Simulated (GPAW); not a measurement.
BaTiO3:

```
Ba Ti O
1.0
     3.99980    0.00000    0.00000
     0.00000    3.99980    0.00000
     0.00000    0.00000    4.01800
Ba Ti O
1 1 3
Direct
  0.00000 0.00000 0.00000
  0.50000 0.50000 0.49000
  0.00000 0.50000 0.51700
  0.50000 0.00000 0.51700
  0.50000 0.50000 0.01900
```

* Program: GPAW 26.7.0
* Task: relaxation of cell and atoms
* Functional: r2SCAN
* Dispersion: D4
* Potentials or basis: GPAW PAW data sets (gpaw-data 1.2.1)
* Cutoff: 800 eV
* Basis: pw
* k mesh: 4 × 4 × 4
* Occupations: fermi-dirac, width 0.05 eV
* Spin: no spin polarisation

At the start: pressure -0.3 GPa; volume 12.86 Å³/atom.

Question: How do energy, volume and symmetry change on relaxing?

Answer: Over 14 steps the energy falls by 4.4 meV/atom and the volume is 13.01 Å³/atom (+1.2 %); space group P4mm (No. 99, to 0.05 Å).

The path:
```tsv
step	energy change (eV)	largest force (eV/Å)	pressure (GPa)	volume (Å³)
1	0.0000	0.3761	-0.30	64.28
2	-0.0029	0.3159	-0.14	64.27
3	-0.0093	0.1142	0.96	64.22
4	-0.0102	0.0463	0.64	64.26
5	-0.0112	0.0574	0.47	64.32
6	-0.0165	0.1554	-0.38	64.72
7	-0.0193	0.1356	-0.67	65.01
8	-0.0206	0.0980	-0.60	65.16
9	-0.0211	0.0996	-0.48	65.17
10	-0.0220	0.0490	-0.23	65.13
11	-0.0222	0.0308	-0.20	65.11
12	-0.0222	0.0215	-0.19	65.10
13	-0.0222	0.0214	-0.16	65.09
14	-0.0222	0.0116	-0.08	65.05
```

Final structure:
```xyz
5
Lattice="3.9765 0.0000 0.0000 0.0000 3.9765 0.0000 0.0000 0.0000 4.1141" Properties=species:S:1:pos:R:3 pbc="T T T"
Ba    0.0000    0.0000   -0.0155
Ti    1.9883    1.9883    1.9672
O     0.0000    1.9883    2.1327
O     1.9883    0.0000    2.1327
O     1.9883    1.9883    0.1423
```

Caveat: the k mesh is coarse; later steps reuse the first step's grids; the PAW data sets were made with another functional, which shifts forces and pressure a little.
